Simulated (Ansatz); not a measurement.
Ta2C:

```
CELL_PARAMETERS angstrom
3.10590 0.00000 0.00000
-1.55295 2.68979 0.00000
0.00000 0.00000 4.94640
ATOMIC_POSITIONS crystal
Ta 0.66667 0.33333 0.74799
Ta 0.33333 0.66667 0.25201
C 0.00000 0.00000 0.00000
```

```yaml
Program: Ansatz 0.2.0
Task: relaxation of cell and atoms
Functional: PBEsol
Dispersion: D4
Potentials_or_basis: Ansatz PAW
Cutoff: "420 eV (not typed: the program's choice for these potentials)"
k_mesh: 10 × 10 × 6
Occupations: fermi-dirac, width 0.05 eV
Spin: no spin polarisation
```

At the start: volume 13.77 Å³/atom.

**Question.** How do energy, volume and symmetry change on relaxing?

**Answer.** It ends after 5 steps and the volume is 13.52 Å³/atom (-1.8 %); space group P-3m1 (No. 164, to 0.05 Å).

The path:
| step | energy change (eV) | largest force (eV/Å) | volume (Å³) |
| --- | --- | --- | --- |
| 1 | 0.0000 | 0.0005 | 41.32 |
| 2 | -0.0119 | 0.0857 | 40.73 |
| 3 | -0.0129 | 0.0508 | 40.58 |
| 4 | -0.0131 | 0.0000 | 40.56 |
| 5 | -0.0123 | 0.0000 | 40.56 |

Final structure:
```
Ta C
1.0
     3.08925    0.00000    0.00000
    -1.54462    2.67537    0.00000
     0.00000    0.00000    4.90744
Ta C
2 1
Direct
  0.66667 0.33333 0.74689
  0.33333 0.66667 0.25311
  0.00000 0.00000 0.00000
```

Caveat: the plane-wave basis is chosen anew once the cell has moved, so the energies of steps on either side of that aren't comparable; pairwise dispersion overbinds metals, which lowers pressure and volume; the PAW data sets come from PBE, with cores solved anew for the run's functional, which leaves a small shift of forces and pressure.
